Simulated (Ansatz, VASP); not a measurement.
# CaO: VASP beside Ansatz

```
Ca O
1.0
     2.83208    0.00000    0.00000
     0.00000    2.90321    0.00000
     0.00000    0.00000    2.90321
Ca O
1 1
Direct
  0.00000 0.00000 0.00000
  0.50000 0.50000 0.50000
```

Change from the starting cell: uniaxial_x strain -2.5%.

Alike in both runs: task single point; functional PBE; k mesh 8 × 8 × 8; occupations fermi-dirac, width 0.02 eV; no spin polarisation.

|  | VASP | Ansatz |
| --- | --- | --- |
| version | VASP 6.6.1 | Ansatz 0.2.0 |
| potentials or method | VASP PAW PBE potentials, release 64 (Ca_sv, O) | plane waves, PAW |
| plane-wave cutoff (eV) | 520 | 420 |
| valence electrons in the cell | 16 | 16 |

VASP gave:

| Property | Result |
| --- | --- |
| gap on the k mesh at the Fermi level (eV) | 2.60 |
| pressure (GPa) | 7.6 |
| largest component of the traceless stress (GPa) | 6.65 |

Task: Which values does Ansatz return?

Result: gap on the k mesh at the Fermi level (eV): 2.61; pressure (GPa): 6.8; largest component of the traceless stress (GPa): 6.64.

The functional is the same, so the differences come from potentials, cutoffs and numerics.

A k mesh can miss the band edges.
